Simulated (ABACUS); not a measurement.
**MgS (Niningerite): equation of state with PBE**

MgS (Niningerite):

```
CELL_PARAMETERS angstrom
0.00000 2.60165 2.60165
2.60165 0.00000 2.60165
2.60165 2.60165 0.00000
ATOMIC_POSITIONS crystal
S 0.50000 0.50000 0.50000
Mg 0.00000 0.00000 0.00000
```

```json
{
  "Program": "ABACUS 3.10.1",
  "Task": "equation of state",
  "Functional": "PBE",
  "Potentials or basis": "PseudoDojo NC SR 0.4.1 PBE standard",
  "Cutoff": "1361 eV",
  "Density cutoff": "5442 eV",
  "Basis": "DZP LCAO (the cutoffs set its grid)",
  "k mesh": "9 × 9 × 9",
  "Occupations": "fermi-dirac, width 0.05 eV",
  "Spin": "no spin polarisation"
}
```

The equilibrium volume is 18.11 Å³/atom. The bulk modulus is 74 GPa and the pressure derivative of the bulk modulus is 3.8 (rough: it moves with the points fitted).

Energy against volume, from the lowest point:
| volume (Å³/atom) | energy (meV/atom) |
| --- | --- |
| 16.553 | 35.30 |
| 16.905 | 20.34 |
| 17.257 | 9.69 |
| 17.609 | 3.11 |
| 17.962 | 0.00 |
| 18.314 | 0.17 |
| 18.666 | 3.41 |

All runs of the series together: 23 s on 4 threads of Intel(R) Xeon(R) Platinum 8559C (Emerald Rapids), with other jobs on the host.

Caveat: the atomic orbitals were generated for these runs and aren't a published set; the basis of atomic orbitals isn't converged, which shifts pressures, moduli and gaps. Zero-point motion and thermal expansion aren't in these numbers.
